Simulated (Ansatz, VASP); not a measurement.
CuH2: VASP beside Ansatz

```
CELL_PARAMETERS angstrom
2.55765 0.00000 0.00000
-1.27882 2.21499 0.00000
0.00000 0.00000 4.87251
ATOMIC_POSITIONS crystal
Cu 0.00000 0.00000 0.00000
H 0.33333 0.66667 0.19960
H 0.66667 0.33333 0.80040
```

Alike in both runs: task electric field gradients; functional PBE; k mesh 14 × 14 × 8; occupations fermi-dirac, width 0.05 eV; no spin polarisation.

|  | VASP | Ansatz |
| --- | --- | --- |
| version | VASP 6.6.1 | Ansatz 0.2.0 |
| potentials or method | VASP PAW PBE potentials, release 64 (Cu, H), cutoff 520 eV | all-electron PAW with datasets made for the crystal, scalar-relativistic |

```tsv
	VASP	Ansatz	Ansatz less VASP
pressure (GPa)	0.1	0.0	-0.07
largest component of the traceless stress (GPa)	0.09	0.01	-0.086
rms of the force components (eV/Å)	0.008	0.000	-0.0072
Vzz of the field gradient on the site that differs most (V/Å²)	-4.7	-13.3	-8.57
```

Atom by atom the forces differ by 0.007 eV/Å (rms over components). Ansatz ran all-electron here, so the differences hold the error of VASP's frozen core and of both bases.
